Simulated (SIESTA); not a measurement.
Crystal: PtSe2 (Sudovikovite).

```
Pt Se
1.0
     3.72400    0.00000    0.00000
    -1.86200    3.22508    0.00000
     0.00000    0.00000    5.06200
Pt Se
1 2
Cartesian
  0.0000 0.0000 0.0000
  1.8620 1.0750 3.7965
  0.0000 2.1501 1.2655
```

Base run:

| Quantity | Value |
| --- | --- |
| Program | SIESTA 5.4.2 |
| Functional | LDA |
| Potentials or basis | PseudoDojo 0.4 standard (LDA files) |
| Basis | DZP (energy shift 0.003 Ry; two zetas on semicore shells) |
| Grid cutoff | 800 Ry |
| Energy shift | 0.003 Ry |
| k mesh | 8 × 8 × 5 |
| Occupations | fermi-dirac, width 0.05 eV |
| Spin | no spin polarisation |

Its results: band gap on the k mesh none (metal or under the smearing width); pressure 4.1 GPa; largest force 0.801 eV/Å.

Q: The run is repeated on the same cell with these changes: functional from LDA to PBE; potentials or basis from PseudoDojo 0.4 standard (LDA files) to PseudoDojo 0.4 standard (PBE files). What comes out?

A: Band gap on the k mesh none (metal or under the smearing width); pressure 11.8 GPa; largest force 1.193 eV/Å.

Caveats: short orbitals over semicore shells can move pressures by several GPa; spin-orbit coupling is left out, which moves the levels of the heavy elements; the basis of atomic orbitals isn't converged, which shifts pressures, moduli and gaps; forces of over 1 eV/Å show positions far from the minimum, so gaps and moduli don't describe the material at rest (some runs).
